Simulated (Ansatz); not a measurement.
Input of an Ansatz 0.2.0 run:

Contents of input.yaml:

```yaml
crystal:
  lattice:
    - [-2.3713723045, 2.3713723045, 1.3292653899]
    - [2.3713723045, -2.3713723045, 1.3292653899]
    - [2.3713723045, 2.3713723045, -1.3292653899]
  atoms:
    - { symbol: Si, position: [0.5, 0.5, 0.0] }
    - { symbol: Si, position: [0.25, 0.75, 0.5] }
hamiltonian:
  xc: lda
  pseudopotentials: { kind: paw }
kpoints:
  mp_grid: { grid: [8, 8, 8] }
scf:
  occupations: { method: fermi_dirac, width: 0.05 }
phonons:
  method: dfpt
```

Potentials or basis: Ansatz PAW.

The run is started by

```sh
$ ansatz run input.yaml --threads 2 --pin off --max-ram 5632MiB --backend cpu --events-out ev --progress --plain --runs-dir out
```

Predict the highest phonon frequency at Γ.

283 cm⁻¹.

Estimate the band gap on the k mesh.

none (metal or under the smearing width).

Phonon frequencies in cm⁻¹ (negative: imaginary):
```csv
q point,frequencies
"(0.000, 0.000, 0.000)",0 0 0 79 283 283
```
